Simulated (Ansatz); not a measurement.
Sn under changes of volume

One of the cells (27.205 Å³/atom); the others are scaled copies at fixed shape and fractional positions:

```
Sn
1.0
    -1.89465    1.89465    1.89465
     1.89465   -1.89465    1.89465
     1.89465    1.89465   -1.89465
Sn
1
Direct
  0.00000 0.00000 0.00000
```

This isn't the form of Sn at room conditions, which is tetragonal (white tin).

| Property | Result |
| --- | --- |
| Program | Ansatz 0.2.0 |
| Functional | PBE |
| Potentials or basis | all-electron LAPW, scalar-relativistic |
| Cutoff | 185 eV (chosen from the basis error) |
| Basis error allowed | 0.0005 eV/atom |
| k mesh | 10 × 10 × 10 |
| Occupations | fermi-dirac, width 0.05 eV |
| Spin | no spin polarisation |

| volume (Å³/atom) | energy over the lowest point (meV/atom) | pressure (GPa) |
| --- | --- | --- |
| 25.573 | ? | ? |
| 26.117 | 11.32 | 2.7 |
| 26.661 | 4.14 | 1.6 |
| 27.205 | 0.50 | 0.6 |
| 27.749 | 0.00 | -0.2 |
| 28.293 | 2.32 | -1.0 |
| 28.837 | 7.21 | -1.8 |

**Question.** What does the run at 25.573 Å³/atom give?

**Answer.** Energy over the lowest point 22.50 meV/atom; pressure 4.0 GPa.

Worked out: A Birch-Murnaghan fit of order 3 (a polynomial in V^(-2/3)) to the other rows has its minimum at 27.57 Å³/atom with B0 = V·E''(V) = 44 GPa and B' = 4.5. It gives 22.41 meV/atom at 25.573 Å³/atom, against the run's 22.50, and -dE/dV = 3.9 GPa, against 4.0.

Energies are extrapolated to zero smearing.
